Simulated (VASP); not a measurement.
Consider the following.

```xyz
2
Lattice="0.0000 2.5372 2.5372 2.5372 0.0000 2.5372 2.5372 2.5372 0.0000" Properties=species:S:1:pos:R:3 pbc="T T T"
In     0.0000     0.0000     0.0000
N      1.2686     1.2686     1.2686
```

All values below come from PBE GGA, VASP's PBE PAW potentials (set 64) (plane waves; VASP). Run with 400 eV cut-off, 8×8×8 Γ-centred mesh, Gaussian smearing of 0.050 eV, potentials In_d N.

At this cut-off the stress carries a Pulay error, which pulls relaxed volumes low.

**Question.** Give the stress tensor in GPa (positive for a compressed cell).

**Answer.** 
```
-3.76   0.00   0.00
 0.00  -3.76   0.00
 0.00   0.00  -3.76
```
The pressure is its mean diagonal, -3.76 GPa.

The structure comes from a computed database's InN entry; how it stands against other phases isn't given here. The cell was not relaxed at this level.
